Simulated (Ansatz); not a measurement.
## Calculated field gradients at the nuclei for ZnS

The cell is a Materials Project structure (computed, not necessarily an observed phase), taken as it stands.

```
Zn S
1.0
     3.80867    0.00000    0.00000
    -1.90434    3.29841    0.00000
     0.00000    0.00000   43.58865
Zn S
14 14
Direct
  0.00000 0.00000 0.14287
  0.33333 0.66667 0.21424
  0.66667 0.33333 0.07147
  0.00000 0.00000 0.78571
  0.33333 0.66667 0.71426
  0.00000 0.00000 0.64280
  0.33333 0.66667 0.35720
  0.33333 0.66667 0.00006
  0.00000 0.00000 0.42854
  0.00000 0.00000 0.92860
  0.66667 0.33333 0.28571
  0.66667 0.33333 0.49997
  0.33333 0.66667 0.57136
  0.33333 0.66667 0.85716
  0.33333 0.66667 0.76783
  0.00000 0.00000 0.98222
  0.00000 0.00000 0.19644
  0.66667 0.33333 0.33936
  0.00000 0.00000 0.69641
  0.33333 0.66667 0.41074
  0.33333 0.66667 0.91073
  0.33333 0.66667 0.26779
  0.66667 0.33333 0.55354
  0.00000 0.00000 0.83929
  0.33333 0.66667 0.05362
  0.00000 0.00000 0.48212
  0.33333 0.66667 0.62491
  0.66667 0.33333 0.12504
```

Atom numbers follow the list; atoms alike are taken as one site, whose name carries the number of the first.

The numbers come from a DFT calculation in Ansatz (r2SCAN, plane waves and PAW, scalar-relativistic, 500 eV cutoff, Γ-centred 8×8×1 k-points, Fermi–Dirac smearing 0.02 eV).

V_zz is the principal component of the electric field gradient with the largest magnitude, η = (V_xx − V_yy)/V_zz and C_Q = eQV_zz/h.

67Zn: I = 5/2, Q = 122.0 mb; ³³S: I = 3/2, Q = -69.40 mb. Q values from Pyykkö, Mol. Phys. 116, 1328 (2018).

```tsv
site	atoms (order as listed)	first shell	V_xx, V_yy, V_zz (10²¹ V/m²)	η	C_Q (MHz)
Zn1	1	4 S at 2.33–2.34 Å	-0.035, -0.035, 0.070	0.00	0.206
Zn2	2	4 S at 2.33 Å	-0.041, -0.041, 0.083	0.00	0.244
Zn3	3	4 S at 2.33–2.34 Å	-0.032, -0.032, 0.064	0.00	0.188
Zn4	4	4 S at 2.33–2.34 Å	-0.007, -0.007, 0.015	0.00	0.044
Zn5	5	4 S at 2.33–2.34 Å	-0.010, -0.010, 0.020	0.00	0.058
Zn6	6	4 S at 2.33–2.34 Å	0.011, 0.011, -0.022	0.00	-0.064
Zn7	7	4 S at 2.33 Å	-0.047, -0.047, 0.094	0.00	0.277
Zn8	8	4 S at 2.33 Å	-0.052, -0.052, 0.10	0.00	0.308
Zn9	9	4 S at 2.33–2.34 Å	-0.044, -0.044, 0.088	0.00	0.259
Zn10	10	4 S at 2.33–2.34 Å	-0.011, -0.011, 0.022	0.00	0.065
Zn11	11	4 S at 2.33–2.34 Å	0.007, 0.007, -0.014	0.00	-0.041
Zn12	12	4 S at 2.33–2.34 Å	-0.034, -0.034, 0.068	0.00	0.201
Zn13	13	4 S at 2.33 Å	-0.036, -0.036, 0.072	0.00	0.212
Zn14	14	4 S at 2.33 Å	-0.004, -0.004, 0.008	0.00	0.025
S15	15, 24	4 Zn at 2.33–2.34 Å	-0.10, -0.10, 0.21	0.00	-0.345
S16	16	4 Zn at 2.33–2.34 Å	-0.090, -0.090, 0.18	0.00	-0.301
S17	17	4 Zn at 2.33–2.34 Å	0.005, 0.005, -0.010	0.00	0.016
S18	18	4 Zn at 2.33–2.34 Å	-0.093, -0.093, 0.19	0.00	-0.313
S19	19	4 Zn at 2.33–2.34 Å	-0.098, -0.098, 0.20	0.00	-0.330
S20	20	4 Zn at 2.33 Å	0.003, 0.003, -0.006	0.00	0.010
S21	21	4 Zn at 2.33 Å	-0.10, -0.10, 0.21	0.00	-0.349
S22	22	4 Zn at 2.33 Å	-0.030, -0.030, 0.060	0.00	-0.101
S23	23	4 Zn at 2.33–2.34 Å	0.00, 0.00, 0.00	–	≈0
S25	25	4 Zn at 2.33 Å	-0.008, -0.008, 0.016	0.00	-0.026
S26	26	4 Zn at 2.33–2.34 Å	-0.004, -0.004, 0.009	0.00	-0.015
S27	27	4 Zn at 2.33 Å	-0.021, -0.021, 0.043	0.00	-0.072
S28	28	4 Zn at 2.33–2.34 Å	-0.002, -0.002, 0.004	0.00	-0.007
```

An axis of threefold or higher order runs through Zn1, Zn2, Zn3, Zn4, Zn5 and Zn6 and others, so V_zz lies along it and η is zero.

With these PAW files V_zz is typically within 2 to 3 % of all-electron values, but misses above 10 % occur on Zn.

Hardware: 1 thread of Arm Neoverse V1 (aarch64; 8 cores open to the job, memory cap 2.5 GiB, no GPU), a shared host with a load of 0.7 a core. Wall time 5.6 min, CPU time 5.6 min, peak memory 2.1 GiB.
